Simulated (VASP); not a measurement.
**A VASP 6.6.1 single-point calculation on LiH**

INCAR

```
ENCUT = 520
METAGGA = RSCAN
IBRION = -1
NBANDS = 9
ISMEAR = -1
ISIF = 2
PREC = Accurate
LCHARG = .FALSE.
LWAVE = .FALSE.
NELM = 120
LASPH = .TRUE.
NSW = 0
EDIFF = 1E-7
SIGMA = 0.02
LREAL = .FALSE.
```

KPOINTS

```
KPOINTS created by Atomic Simulation Environment
0
Gamma
8 8 8
0 0 0
```

POSCAR

```
Li H
 1.0000000000000000
     2.5348999999999999    0.0004000000000000    0.0071000000000000
     0.0004000000000000    2.5690000000000000   -0.0410000000000000
     0.0071000000000000   -0.0410000000000000    2.5110999999999999
 Li  H
   1   1
Cartesian
  0.0105319000000000  2.5278009799999999  2.4665970800000001
  1.2906974900000001  1.3103521800000002  1.2278763699999999
```

The recommended PBE PAW datasets give the neutral cell 4 valence electrons.

Command

```
mpirun -np 1 vasp_std
```

Predict the outcome of this run.

It converged. Results: gap between bands v and c on the k mesh 1.11 eV; least direct gap on the k mesh 4.49 eV; pressure -2.0 GPa; largest force 0.01 eV/Å. Band v is the last that the valence electrons fill when counted band by band, and c is the next.

OSZICAR

```
N       E                     dE             d eps       ncg     rms          rms(c)
DAV:   1    -0.246160026807E+01   -0.24616E+01   -0.14604E+03  4816   0.416E+02
DAV:   2    -0.697006431226E+01   -0.45085E+01   -0.44321E+01  6565   0.560E+01
DAV:   3    -0.703295542665E+01   -0.62891E-01   -0.62827E-01  5504   0.559E+00
DAV:   4    -0.703330390783E+01   -0.34848E-03   -0.34838E-03  6347   0.387E-01
DAV:   5    -0.703330524358E+01   -0.13358E-05   -0.13357E-05  5556   0.187E-02    0.263E+00
DAV:   6    -0.648335863628E+01    0.54995E+00   -0.12716E-01  4974   0.241E+00    0.156E+00
DAV:   7    -0.640097081818E+01    0.82388E-01   -0.24379E-01  5000   0.194E+00    0.363E-01
DAV:   8    -0.640207070262E+01   -0.10999E-02   -0.15452E-02  5151   0.678E-01    0.171E-01
DAV:   9    -0.640117419960E+01    0.89650E-03   -0.34383E-03  5813   0.305E-01    0.196E-02
DAV:  10    -0.640117758009E+01   -0.33805E-05   -0.13681E-04  5339   0.102E-01    0.575E-03
DAV:  11    -0.640118723812E+01   -0.96580E-05   -0.38419E-06  5766   0.180E-02    0.125E-03
DAV:  12    -0.640118960934E+01   -0.23712E-05   -0.38444E-07  5775   0.620E-03    0.105E-03
DAV:  13    -0.640118868077E+01    0.92856E-06   -0.48787E-07  5014   0.777E-03    0.299E-04
DAV:  14    -0.640118841503E+01    0.26575E-06   -0.23289E-08  2680   0.183E-03    0.204E-04
DAV:  15    -0.640118851675E+01   -0.10172E-06   -0.12671E-08  2589   0.130E-03    0.266E-05
DAV:  16    -0.640118853106E+01   -0.14317E-07   -0.31020E-10  2539   0.149E-04
   1 F= -.64011885E+01 E0= -.64011885E+01  d E =-.276122E-11
```

For comparison, a separate PBEsol run of the intended cell, on usual settings and not on those above, gives a gap of 0.37 eV on its mesh and a pressure of -1.9 GPa.
